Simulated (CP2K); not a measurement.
Runs of CP2K 2026.2 on Ir. The structure is cubic, space group Fm-3m (No. 225). Conventional cell: a = 3.831 Å, b = 3.831 Å, c = 3.831 Å, α = 90.00°, β = 90.00°, γ = 90.00°. Ir (site symmetry m-3m) has 12 Ir at 2.71 Å as nearest neighbours. 

```csv
task,level,potentials or basis,cell,smearing,EPS_DEFAULT,NGRIDS,potentials,gap on the mesh (eV),pressure (GPa),V0 of scaled cells (Å³/atom),B0 (GPa)
single point,PBEsol,POTENTIAL_UZH Ir GTH-PBE-q17; TZVP-MOLOPT-PBE-GTH basis,cell strained at random at fixed volume,fermi-dirac 0.05 eV,1.0E-10,5,Ir GTH-PBE-q17 of POTENTIAL_UZH,none,-1.3,-,-
equation of state,PBEsol,POTENTIAL_UZH Ir GTH-PBE-q17; TZVP-MOLOPT-PBE-GTH basis,as given,fermi-dirac 0.05 eV,1.0E-10,5,Ir GTH-PBE-q17 of POTENTIAL_UZH,-,-,14.00,394
single point,PBEsol,POTENTIAL_UZH Ir GTH-PBE-q17; TZVP-MOLOPT-PBE-GTH basis,as given,fermi-dirac 0.05 eV,1.0E-10,4,Ir GTH-PBE-q17 of POTENTIAL_UZH,none,(b),-,-
equation of state,LDA,GTH_POTENTIALS Ir GTH-PADE-q17; TZVP-MOLOPT-PBE-GTH basis,as given,fermi-dirac 0.1 eV,1.0E-9,4,Ir GTH-PADE-q17 of GTH_POTENTIALS,-,-,(a),364
```

Alike in all rows: no spin polarisation; k mesh 12 × 12 × 12.

Problem. Fill in the values left out.

Solution. (a) 13.30; (b) -1.7.

Caveats: the basis of atomic orbitals isn't converged, which shifts pressures, moduli and gaps; the potentials were made for another functional, which shifts forces and pressure (some runs).

A k mesh can miss the band edges, and the runs leave out spin-orbit coupling on Ir.

A gap of «none» marks a metal or a gap under the smearing width.
